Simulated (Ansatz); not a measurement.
# Stack of 1T-SbSBr under In2Se2, shifted by two thirds of the diagonal in a perpendicular field, part 3 of 3

What dipole does a perpendicular field induce in the stack of 1T-SbSBr under In2Se2, shifted by two thirds of the diagonal, and does the gap follow? A positive field points along +c.

Ansatz 0.2.0; plane-wave DFT, PBE-D3(BJ), Ansatz PAW (the session's first sound run).

So far, gap along the path (eV): step 3 (atoms held, field 0) 0.933; step 5 (field -0.03 V/Å) 0.952; step 6 (field 0.15 V/Å) 0.831; step 7 (field 0.25 V/Å) 0.762; step 8 (field -0.25 V/Å) 1.08.

**9. Response, atoms held**

This step: plane-wave DFT, PBE-D3(BJ), Ansatz PAW; response to a field along the normal, atoms held (Ansatz 0.2.0).

The dipoles give the slope, and the difference of two potentials shows where the field is screened.

This step gave:

- equivalent conductor thickness p/(ε₀AE): 12.44 Å
- distance between the outer atoms: 11.52 Å

The dipole of the cell by applied field:

| applied field (V/Å) | dipole of the cell (e·Å) |
| --- | --- |
| -0.250 | -0.227 |
| -0.030 | -0.0182 |
| 0.000 | 0.0104 |
| 0.030 | 0.0389 |
| 0.150 | 0.153 |
| 0.250 | 0.248 |

Local field over the applied field, running mean. From the potentials at -0.03 and 0.03 V/Å; running mean over 2.5 Å. Table of local field over applied field by z:

| z (Å) | local field over applied field |
| --- | --- |
| 5 | 0.998 |
| 6 | 0.978 |
| 7 | 0.846 |
| 8 | 0.530 |
| 9 | 0.211 |
| 10 | 0.0700 |
| 11 | 0.0429 |
| 12 | 0.102 |
| 13 | 0.235 |
| 14 | 0.246 |
| 15 | 0.124 |
| 16 | 0.0587 |
| 17 | 0.0676 |
| 18 | 0.0933 |
| 19 | 0.0637 |
| 20 | 0.0787 |
| 21 | 0.286 |
| 22 | 0.636 |
| 23 | 0.907 |
| 24 | 0.987 |
| 25 | 0.998 |

The induced electron density oscillates, so the rows of the table below give means over windows of 2.95 Å about each position, cut where the curve ends. Its maxima inside the range that stand out by 2 % of the span (Å: e/Å³ per V/Å): 8.1: 0.00358, 11.1: 6.7e-4, 14.3: 0.00188, 17.3: 7.0e-4, 19.2: 0.00113. Its minima: 10.0: -1.8e-4, 13.0: -0.00167, 16.5: -9.5e-4, 18.3: -8.0e-4, 21.6: -0.00353.

Electrons, planar mean, per unit field. Table of induced electron density by z; means over each step:

| z (Å) | induced electron density (e/Å³ per V/Å) |
| --- | --- |
| 5.61 | 1.6e-4 |
| 8.56 | 0.00160 |
| 11.51 | -3.9e-4 |
| 14.46 | 4.9e-4 |
| 17.41 | -2.1e-4 |
| 20.36 | -9.8e-4 |
| 23.31 | -6.7e-4 |

The smaller of the gaps on the path and on the k-mesh, counted as 0 under 0.03 eV. Gap against applied field:

| applied field (V/Å) | gap (eV) |
| --- | --- |
| -0.250 | 1.08 |
| -0.030 | 0.952 |
| 0.000 | 0.932 |
| 0.030 | 0.913 |
| 0.150 | 0.831 |
| 0.250 | 0.762 |

By hand: between -0.03 and 0.03 V/Å the dipole changes by 0.05703 e·Å, a slope of 0.9505 e·Å²/V. A perfect conductor of thickness t has p = ε₀AEt, so t = 180.95 × 0.9505 / 13.823 = 12.44 Å (e/ε₀ = 180.95 V·Å, A in Å²).

The induced dipole is that of a conductor 12.44 Å thick.

**10. With spin-orbit coupling**

This step: plane-wave DFT, PBE, fully relativistic PAW with spin-orbit coupling (Ansatz 0.2.0).

Heavy atoms split their bands by spin-orbit coupling, so this run uses fully relativistic files and two-component states.

The input, input.yaml:

```yaml
crystal:
  lattice:
    - [3.9951131975, 0.0, 0.0]
    - [-1.9975565987, 3.45986952, 0.0]
    - [0.0, 0.0, 29.5240169852]
  atoms:
    - { symbol: Br, position: [0.6666666667, 0.3333333333, 0.3048365676] }
    - { symbol: Sb, position: [0.0, 0.0, 0.3697190469] }
    - { symbol: S, position: [0.3333333333, 0.6666666667, 0.4158934825] }
    - { symbol: Se, position: [0.0, 0.0, 0.5119430447] }
    - { symbol: In, position: [0.6666666667, 0.3333333333, 0.5561649857] }
    - { symbol: In, position: [0.6666666667, 0.3333333333, 0.6507239149] }
    - { symbol: Se, position: [0.0, 0.0, 0.6951634324] }
kpoints:
  mp_grid: { grid: [12, 12, 1] }
  band_path:
    path: [[0, 0, 0], [0.5, 0, 0], [0.33333333, 0.33333333, 0], [0, 0, 0]]
    npoints: 16
hamiltonian:
  xc: pbe
  pseudopotentials: { kind: paw_fr }
magnetization:
  noncollinear: true
  spin_orbit: true
scf:
  occupations: { method: fermi_dirac, width: 0.05 }
  convergence: { dr2_threshold: 1.0e-09 }
efield:
  axis: 3
  dipole_correction: true
  ramp_position: 0.97
  ramp_width: 0.06
  amplitude: 0
output:
  write_potential: true
  write_density: true
  volumetric_format: npy
```

Started as:

```sh
ansatz run input.yaml --threads 4 --pin off --max-ram 6144MiB --backend cpu --events-out ev --progress --plain --runs-dir out
```

Numbers of over 12 decimals in the logs are rounded to 6 here.

The program printed:

```text
[...]
non-collinear run that drives no moment, with spin-orbit: no starting moment large enough to seed its density (crystal.atoms[].spin), no starting occupations that ask for one, no magnetisation constraint and no magnetic field, so the semilocal B_xc is pinned to zero
Crystal: 7 atoms, lattice volume = 408.098 Å³
Basis set: ecut = 420 eV, 8043 PW (Γ)
Bands: 104, of which v1, the nominal top of the filled ones, is band 86 counted from 1 (85 counted from 0)
Symmetry: 6 space group operations + 6 with time reversal
[...]
k-points: 19 of 144 (time reversal used)
Projection manifold: j_resolved (fully-relativistic pseudo-atomic orbitals)
[...]
SCF iter   1: F=—  HF=-32314.716693 eV  |F-HF|=—  |Δ(HF+E_count)|=         —  Δρ=2.19e-2  dr2=4.30e0  dr2_m=0.00e0 (ungated)  ethr=3.10e-3  |M|=0.00e0 ∫|m|=0.00e0 μB  |m|>n=0.0e0 m-floor=0.0e0 τ_xc=0.0e0  β_m=0.30  p=-0.000 e·Å  D=-2.58e-6 V/Å  ΔV_dip=0.00 eV  dr2_dipole=1.05e-2  V_vac-E_F(+/−)=5.36/5.36 eV  ⟨swp⟩=9.1  Hψ=9724  notcnv=0  defer=31
[...]
spin=Noncollinear: Resta preconditioning applied to the charge; magnetization (m_x, m_y, m_z) channels mix plain (no charge-response kernel on spin).
SCF iter   2: F=—  HF=-32313.859728 eV  |F-HF|=—  |Δ(HF+E_count)|=   8.57e-1  Δρ=1.25e-2  dr2=9.16e-1  dr2_m=0.00e0 (ungated)  ethr=3.10e-3  |M|=0.00e0 ∫|m|=0.00e0 μB  |m|>n=0.0e0 m-floor=0.0e0 τ_xc=0.0e0  β_m=0.41  p=-0.027 e·Å  D=-1.21e-2 V/Å  ΔV_dip=0.36 eV  dr2_dipole=1.43e-2  V_vac-E_F(+/−)=5.66/5.30 eV  ⟨swp⟩=3.0  Hψ=2759  notcnv=0  defer=214
[...]
SCF iter  15: F=-32313.711150 eV  HF=-32313.711150 eV  |F-HF|=1.49e-10  |Δ(HF+E_count)|=  1.09e-10  Δρ=1.30e-7  dr2=2.25e-10  dr2_m=0.00e0 (ungated)  ethr=1.16e-12  |M|=0.00e0 ∫|m|=0.00e0 μB  |m|>n=0.0e0 m-floor=0.0e0 τ_xc=0.0e0  p=0.012 e·Å  D=5.13e-3 V/Å  ΔV_dip=-0.15 eV  dr2_dipole=4.10e-11  V_vac-E_F(+/−)=5.21/5.36 eV  ⟨swp⟩=12.3  Hψ=7406  notcnv=0
SCF 1 converged in 15 iterations: F = -32313.711150 eV  dr2 = 2.25e-10
[...]
SCF converged after 15 iterations
Magnetization: |M| = 0.0000 μB,  M = (+0.0000, +0.0000, +0.0000) μB
Absolute magnetization: 0.0000 μB (∫|m|)
  site 0: m = (+0.0000, +0.0000, +0.0000) μB, |m| = 0.0000 μB  (R = 1.24 Å)
  site 1: m = (+0.0000, +0.0000, +0.0000) μB, |m| = 0.0000 μB  (R = 1.11 Å)
  site 2: m = (+0.0000, +0.0000, +0.0000) μB, |m| = 0.0000 μB  (R = 1.11 Å)
  site 3: m = (+0.0000, +0.0000, +0.0000) μB, |m| = 0.0000 μB  (R = 1.09 Å)
  site 4: m = (+0.0000, +0.0000, +0.0000) μB, |m| = 0.0000 μB  (R = 1.09 Å)
  site 5: m = (+0.0000, +0.0000, +0.0000) μB, |m| = 0.0000 μB  (R = 1.09 Å)
  site 6: m = (+0.0000, +0.0000, +0.0000) μB, |m| = 0.0000 μB  (R = 1.09 Å)
Free energy (F): -32313.711150 eV
[...]
Internal energy: -32313.711140 eV  (E = F + TS)
E sigma→0 (E₀):  -32313.711145 eV
Entropy (-TS):   -0.000009 eV (-0.001 meV/atom)
Fermi energy:    0.690537 eV
Dipole field:    D = 0.005141 V/Å  (p = 0.011594 e·Å, saw-weighted, corrected)
Work function:   Φ+ = 5.2105 eV   Φ− = 5.3623 eV
[...]
--- Band table (eV; the first three rows and the last of 19) ---
  k-point 0: bands = [... 82 lower, -0.2778, -0.2778, 0.2069, 0.2069, 1.0590, 1.0590, 1.8411, 1.8411, ... 14 higher]
  k-point 1: bands = [... 82 lower, -0.4504, -0.4135, 0.1894, 0.2416, 1.2254, 1.4042, 2.0114, 2.1004, ... 14 higher]
  k-point 2: bands = [... 82 lower, -0.3358, -0.2816, 0.0627, 0.0730, 1.5921, 1.7245, 2.4100, 2.5044, ... 14 higher]
  k-point 18: bands = [... 82 lower, -1.2336, -1.1363, -0.4030, -0.2924, 2.4107, 2.4165, 2.6664, 2.8554, ... 14 higher]
```

It took 7.5 min on 4 threads of Arm Neoverse N1, shared host; peak memory 3.9 GiB; 30 min of CPU time.

This step gave:

```yaml
dipole_along_the_normal: 0.01159 e·Å
gap_along_the_path: 0.8090 eV
smallest_direct_gap_along_the_path: 0.8255 eV
step_between_the_vacuum_levels: -0.1518 eV
ionisation_energy_upper_face: 5.651 eV
electron_affinity_upper_face: 4.842 eV
ionisation_energy_lower_face: 5.803 eV
gap_the_smaller_of_path_and_mesh: 0.8090 eV
```

The electronic bands at the labelled points (eV, zero at the Fermi level of the run, which the smearing sets inside the gap):

| point | band 83 | band 84 | band 85 | band 86 | band 87 | band 88 | band 89 | band 90 |
| --- | --- | --- | --- | --- | --- | --- | --- | --- |
| Γ | -0.97 | -0.97 | -0.48 | -0.48 | 0.37 | 0.37 | 1.15 | 1.15 |
| halfway | -1.12 | -1.05 | -0.86 | -0.86 | 1.14 | 1.17 | 2.03 | 2.05 |
| M | -1.75 | -1.75 | -1.61 | -1.61 | 1.17 | 1.17 | 1.54 | 1.54 |
| halfway | -1.72 | -1.68 | -1.30 | -1.22 | 1.76 | 1.84 | 1.87 | 1.96 |
| K | -1.92 | -1.83 | -1.09 | -0.98 | 1.72 | 1.73 | 1.98 | 2.16 |
| halfway | -1.03 | -0.96 | -0.88 | -0.87 | 1.50 | 1.70 | 2.10 | 2.23 |
| Γ | -0.97 | -0.97 | -0.48 | -0.48 | 0.37 | 0.37 | 1.15 | 1.15 |

The gap is 0.81 eV, with the valence edge 5.65 eV and the conduction edge 4.84 eV under the upper vacuum level.

**11. With spin-orbit coupling, field -0.2 V/Å**

The same in a field along the normal.

input.yaml, as its differences from that of step 10:

```diff
@@ -15,5 +15,3 @@
   mp_grid: { grid: [12, 12, 1] }
-  band_path:
-    path: [[0, 0, 0], [0.5, 0, 0], [0.33333333, 0.33333333, 0], [0, 0, 0]]
-    npoints: 16
+  band_path: { path: [[0, 0, 0], [0.12, 0, 0]], npoints: 24 }
 hamiltonian:
@@ -32,3 +30,3 @@
   ramp_width: 0.06
-  amplitude: 0
+  amplitude: -0.2
 output:
```

The program printed:

```text
[...]
Crystal: 7 atoms, lattice volume = 408.098 Å³
Basis set: ecut = 420 eV, 8043 PW (Γ)
Bands: 104, of which v1, the nominal top of the filled ones, is band 86 counted from 1 (85 counted from 0)
Symmetry: 6 space group operations + 6 with time reversal
[...]
k-points: 19 of 144 (time reversal used)
[...]
k-point 1: bands = [... 82 lower, -0.4831, -0.4746, 0.1523, 0.2114, 1.3044, 1.4935, 1.9723, 2.0242, ... 14 higher]
  k-point 2: bands = [... 82 lower, -0.3248, -0.2813, 0.0538, 0.0568, 1.6685, 1.8061, 2.4028, 2.4567, ... 14 higher]
  k-point 18: bands = [... 82 lower, -1.3199, -1.2227, -0.3225, -0.2092, 2.3261, 2.3374, 2.6529, 2.8213, ... 14 higher]
[key lines of the parts left out:]
SCF converged after 15 iterations
Magnetization: |M| = 0.0000 μB,  M = (+0.0000, +0.0000, +0.0000) μB
Free energy (F): -32313.727869 eV
Fermi energy:    0.719325 eV
Dipole field:    D = -0.079260 V/Å  (p = -0.178755 e·Å, saw-weighted, corrected)
```

The job ended after 5.5 min (4 threads; peak memory 3.9 GiB; 22 min of CPU time).

This step gave:

- dipole along the normal: -0.1788 e·Å
- gap along the path: 0.9230 eV
- smallest direct gap along the path: 0.9625 eV
- gap, the smaller of path and mesh: 0.9230 eV

The dipole is -0.179 e·Å, and the gap 0.923 eV.

**12. Spin splitting near the zone centre**

This step: plane-wave DFT, PBE, fully relativistic PAW with spin-orbit coupling; spin splitting near the zone centre (Ansatz 0.2.0).

Levels that meet at the zone centre are followed outwards; a split that grows in proportion to k gives the Rashba parameter as ΔE/2k.

Numbers from this step:

| Quantity | Value |
| --- | --- |
| largest split over 2k that stays linear in k | 1.022 eV Å |

Groups of levels that meet at the zone centre and whose split, tested at two k, grows in proportion to k or stays under 1 meV; groups that fail this test are left out. Spin splitting, by row:

| level at the first point (eV from the Fermi level) | states | split at k = 0.027 1/A (eV) | split over 2k (eV Å) |
| --- | --- | --- | --- |
| -2.274 | 2 | 0.0172 | 0.3157 |
| -1.731 | 2 | 0.0246 | 0.4515 |
| -1.391 | 2 | 0.0557 | 1.022 |
| -0.573 | 2 | 0.0277 | 0.5084 |
| 0.4274 | 2 | 0.041 | 0.7526 |
| 1.53 | 2 | 0.0163 | 0.2992 |
| 1.921 | 2 | 0 | 0 |
| 2.058 | 2 | 0.003 | 0.05507 |

**13. A changed input**

This step: plane-wave DFT, PBE-D3(BJ), Ansatz PAW (Ansatz 0.2.0).

An input spoilt on purpose, to show how the run answers: it repeats the earlier run at 0.03 V/Å with efield.amplitude from 0.03 to 1.5, and scf.max_iter set to 100.

input.yaml, the sections that differ from step 11:

```yaml
kpoints:
  mp_grid: { grid: [12, 12, 1] }
  band_path:
    path: [[0, 0, 0], [0.5, 0, 0], [0.33333333, 0.33333333, 0], [0, 0, 0]]
    npoints: 16
hamiltonian:
  xc: pbe
  dispersion: d3bj
scf:
  occupations: { method: fermi_dirac, width: 0.05 }
  convergence: { dr2_threshold: 1.0e-10 }
  max_iter: 100
efield:
  axis: 3
  dipole_correction: true
  ramp_position: 0.97
  ramp_width: 0.06
  amplitude: 1.5
# crystal, output: as in step 11
# magnetization: removed
```

The program printed:

```text
[...]
Crystal: 7 atoms, lattice volume = 408.098 Å³
Basis set: ecut = 420 eV, 8043 PW (Γ)
Bands: 52, of which v1, the nominal top of the filled ones, is band 43 counted from 1 (42 counted from 0)
Symmetry: 6 space group operations
[...]
k-points: 19 of 144 (time reversal used)
[...]
SCF iter   1: F=—  HF=-32311.786596 eV  |F-HF|=—  |Δ(HF+E_count)|=         —  Δρ=2.30e-2  dr2=1.00e1  ethr=3.10e-3  p=2.096 e·Å  D=9.29e-1 V/Å  ΔV_dip=-27.44 eV  dr2_dipole=4.37e0  V_vac-E_F(+/−)=14.01/5.97 eV  ⟨swp⟩=9.6  Hψ=4554  notcnv=0  defer=5
[...]
SCF iter  17: F=-32309.758762 eV  HF=-32309.758762 eV  |F-HF|=3.64e-11  |Δ(HF+E_count)|=  6.55e-11  Δρ=5.90e-8  dr2=3.15e-11  ethr=1.00e-12  p=1.469 e·Å  D=6.52e-1 V/Å  ΔV_dip=-19.24 eV  dr2_dipole=7.41e-15  V_vac-E_F(+/−)=15.67/-0.11 eV  ⟨swp⟩=19.4  Hψ=4948  notcnv=0
WARN: efield: at this solve's end the planar-averaged density reaches 3.63e-5 e/Å³ inside the ramp window [0.9361, 0.1592] (bound 1e-5 e/Å³); by the running means of the window's planes the mean density over a ramp is at most 3.24e-5 e/Å³, which is held to the bound (the quickstart, § The vacuum guard, A window that rings); the window's nearer edge stands 4.30 Å from this solve's nearest atom along the axis. Its free energy, forces, stress, dipole, levels and responses can be off, and this figure does not tell by how much. A short vacuum, a low `basis.ecutwfc` or `basis.ecutrho_ratio` and negative occupations (`scf.occupations.method`) can put density there. [rest of the remark cut]
SCF 1 converged in 17 iterations: F = -32309.758762 eV  dr2 = 3.15e-11
[...]
SCF converged after 17 iterations
Free energy (F): -32309.758762 eV
[...]
Internal energy: -32309.756949 eV  (E = F + TS)
E sigma→0 (E₀):  -32309.757855 eV
Entropy (-TS):   -0.001813 eV (-0.259 meV/atom)
Fermi energy:    0.616659 eV
Dipole field:    D = 0.651571 V/Å  (p = 1.469482 e·Å, saw-weighted, corrected)
Work function:   not extracted (applied field tilts the vacuum); planar V_es + V_field profile in the machine report
[...]
Vacuum region:   at the solve's end the planar-averaged density reaches 3.63e-5 e/Å³ inside the ramp window [0.9361, 0.1592] (bound 1e-5 e/Å³); by the running means of the window's planes the mean density over a ramp is at most 3.24e-5 e/Å³, which is held to the bound (the quickstart, § The vacuum guard, A window that rings)
[...]
--- Band table (eV; the first three rows and the last of 19) ---
  k-point 0: bands = [... 39 lower, -0.2734, 0.2332, 0.2332, 0.3765, 0.6667, 1.7513, 1.7743, 1.7743, ... 5 higher]
  k-point 1: bands = [... 39 lower, -0.3559, -0.1556, 0.1505, 0.4359, 0.8523, 1.6470, 1.8914, 1.9407, ... 5 higher]
  k-point 2: bands = [... 39 lower, -0.6330, -0.5673, -0.0602, 0.3630, 1.1848, 1.8845, 2.1781, 2.2596, ... 5 higher]
  k-point 18: bands = [... 39 lower, -1.7552, -0.9783, -0.7504, -0.7012, 2.4433, 2.5948, 3.1105, 3.2551, ... 5 higher]
```

Elapsed: 61 s, on 4 threads; peak memory 1.2 GiB.

| quantity | this run | earlier run | difference |
| --- | --- | --- | --- |
| dipole along the normal (e·Å) | 1.469 | 0.03886 | 1.4 |
| gap along the path (eV) | 0.2310 | 0.9128 | -0.68 |
| smallest direct gap along the path (eV) | 0.2902 | 0.9353 | -0.65 |

The applied field differs between the two, so the dipoles differ in any case.

Besides the dipole, what moves beyond 0.01 in its unit (for the dipole 0.5 % and 5e-5 e·Å): gap along the path (-0.682 eV) and smallest direct gap along the path (-0.645 eV).

In so strong a field the program warns of density in the ramp of the sawtooth; these numbers are not the system's.

**14. Varying the input**

Another changed input: it repeats the earlier run at 0.03 V/Å with scf.mixing.algorithm to msr1, scf.mixing.beta to 0.3, crystal.symmetry to detect: false and scf.occupations.method from fermi_dirac to methfessel_paxton.

input.yaml, as its differences from that of step 13:

```diff
@@ -13,2 +13,3 @@
     - { symbol: Se, position: [0.0, 0.0, 0.6951634324] }
+  symmetry: { detect: false }
 kpoints:
@@ -22,5 +23,5 @@
 scf:
-  occupations: { method: fermi_dirac, width: 0.05 }
+  occupations: { method: methfessel_paxton, width: 0.05 }
   convergence: { dr2_threshold: 1.0e-10 }
-  max_iter: 100
+  mixing: { algorithm: msr1, beta: 0.3 }
 efield:
@@ -30,3 +31,3 @@
   ramp_width: 0.06
-  amplitude: 1.5
+  amplitude: 0.03
 output:
```

The program printed:

```text
[...]
Crystal: 7 atoms, lattice volume = 408.098 Å³
Basis set: ecut = 420 eV, 8043 PW (Γ)
Bands: 52, of which v1, the nominal top of the filled ones, is band 43 counted from 1 (42 counted from 0)
Symmetry: 1 space group operations
k-points: 74 of 144 (time reversal used)
[...]
SCF iter   1: F=—  HF=-32309.687653 eV  |F-HF|=—  |Δ(HF+E_count)|=         —  Δρ=2.20e-2  dr2=4.36e0  ethr=3.10e-3  p=0.031 e·Å  D=1.37e-2 V/Å  ΔV_dip=-0.41 eV  dr2_dipole=1.34e-2  V_vac-E_F(+/−)=5.62/5.21 eV  ⟨swp⟩=10.8  Hψ=18296  notcnv=0  defer=6
[...]
SCF iter  15: F=-32308.661342 eV  HF=-32308.661342 eV  |F-HF|=1.82e-11  |Δ(HF+E_count)|=  6.18e-11  S|Δr|=    0.00e0  Δρ=7.07e-8  dr2=5.36e-11  ethr=1.00e-12  p=0.039 e·Å  D=1.72e-2 V/Å  ΔV_dip=-0.51 eV  dr2_dipole=3.23e-12  V_vac-E_F(+/−)=5.46/5.15 eV  ⟨swp⟩=13.3  Hψ=14143  notcnv=0
SCF 1 converged in 15 iterations: F = -32308.661342 eV  dr2 = 5.36e-11
[...]
SCF converged after 15 iterations
Stability not checked: this state was not tested for a lower state beside it, because cold or Methfessel-Paxton smearing, or corrected tetrahedra, fill the levels in a way that the test cannot read (fill_not_monotonic; see scf.lower_state_search)
Free energy (F): -32308.661342 eV
[...]
Internal energy: -32308.661342 eV  (E = F + TS)
E sigma→0 (E₀):  -32308.661342 eV
Fermi energy:    0.665114 eV
Step filling:    the computed levels leave a gap of 0.9164 eV = 18.3 smearing widths at the electron count; against every level under it full and every level over it empty, smearing changes F+E_penalty+E_count by +1.59e-37 meV and its σ→0 estimate by -6.55e-36 meV
Dipole field:    D = 0.017236 V/Å  (p = 0.038871 e·Å, saw-weighted, corrected)
Work function:   not extracted (applied field tilts the vacuum); planar V_es + V_field profile in the machine report
[...]
--- Band table (eV; the first three rows and the last of 74) ---
  k-point 0: bands = [... 39 lower, -0.4994, -0.3966, -0.3966, 0.1856, 1.1209, 1.8596, 2.3022, 2.3022, ... 5 higher]
  k-point 1: bands = [... 39 lower, -0.5846, -0.5306, -0.4758, 0.2044, 1.3803, 2.0818, 2.3743, 2.4197, ... 5 higher]
  k-point 2: bands = [... 39 lower, -0.8022, -0.6775, -0.3308, 0.0612, 1.7182, 2.4826, 2.7077, 2.7458, ... 5 higher]
  k-point 73: bands = [... 39 lower, -1.5215, -1.3524, -1.0887, -0.9304, 1.8710, 2.2506, 2.4405, 3.4133, ... 5 higher]
```

Elapsed: 2.2 min, on 4 threads; peak memory 1.9 GiB; 8.6 min of CPU time.

Numbers from this step:

| Item | Value |
| --- | --- |
| gap on the k-mesh | 0.9164 eV |
| dipole along the normal | 0.03887 e·Å |
| gap along the path | 0.9128 eV |
| smallest direct gap along the path | 0.9353 eV |
| gap, the smaller of path and mesh | 0.9128 eV |

The electronic bands at the labelled points (eV, zero at the Fermi level of the run, which the smearing sets inside the gap):

| point | band 40 | band 41 | band 42 | band 43 | band 44 | band 45 | band 46 | band 47 |
| --- | --- | --- | --- | --- | --- | --- | --- | --- |
| Γ | -1.16 | -1.06 | -1.06 | -0.48 | 0.46 | 1.19 | 1.64 | 1.64 |
| halfway | -1.73 | -1.59 | -1.09 | -0.83 | 1.22 | 2.09 | 2.24 | 2.36 |
| M | -2.19 | -2.02 | -1.75 | -1.60 | 1.21 | 1.59 | 1.78 | 2.75 |
| halfway | -2.46 | -2.07 | -1.66 | -1.26 | 1.91 | 1.91 | 2.14 | 2.64 |
| K | -2.49 | -2.11 | -1.83 | -1.04 | 1.77 | 2.11 | 2.71 | 2.73 |
| halfway | -2.11 | -1.98 | -0.97 | -0.85 | 1.69 | 2.16 | 2.36 | 2.56 |
| Γ | -1.16 | -1.06 | -1.06 | -0.48 | 0.46 | 1.19 | 1.64 | 1.64 |

| quantity | this run | earlier run | difference |
| --- | --- | --- | --- |
| dipole along the normal (e·Å) | 0.03887 | 0.03886 | 8.2e-6 |
| gap along the path (eV) | 0.9128 | 0.9128 | -2.6e-5 |
| smallest direct gap along the path (eV) | 0.9353 | 0.9353 | -2.8e-5 |

Nothing in the table moves by 0.01 in its unit (for the dipole 0.5 % and 5e-5 e·Å). The run took 15 SCF cycles against 16.

The path shows an indirect gap of 0.91 eV (valence top between K and Γ, conduction bottom at Γ). The least direct gap is 0.94 eV.

**15. What came out**

```
gap without field                                        : 0.933 eV
ionisation energy, upper face                            : 5.71 eV
electron affinity, upper face                            : 4.78 eV
step between the vacuum levels                           : -0.136 eV
equivalent conductor thickness, atoms held               : 12.4 Å
largest split over 2k that stays linear in k at -0.2 V/Å : 1.02 eV Å
```

In words: The induced dipole equals that of a perfect conductor 12.44 Å thick, while the outer atoms lie 11.52 Å apart; an out-of-plane ε follows only once a thickness t is chosen, by 1 − 1/ε = 12.44 Å / t. The two faces differ: the vacuum level above lies 0.14 eV lower than the one below. The gap goes from 0.93 eV to 1.08 eV at -0.25 V/Å. With the field reversed the gap is 0.76 eV at 0.25 V/Å. Semilocal functionals give gaps that are too small, and excitons are not included. The field series itself is without spin-orbit coupling.

[Logs are printed without paths, hosts, clocks, repeated set-up lines and the standing remarks that a program may print on its own settings, such as how far it seeks lower states.]

[Hosts, paths, dates, database ids (printed as entryN), source tags and the programs' standing remarks are cut or masked in the printed files.]

[Maps of the electrostatic potential energy from Ansatz leave out the sawtooth potential of an applied field or a dipole correction, so their vacuum need not be flat; planar profiles and work functions include it.]
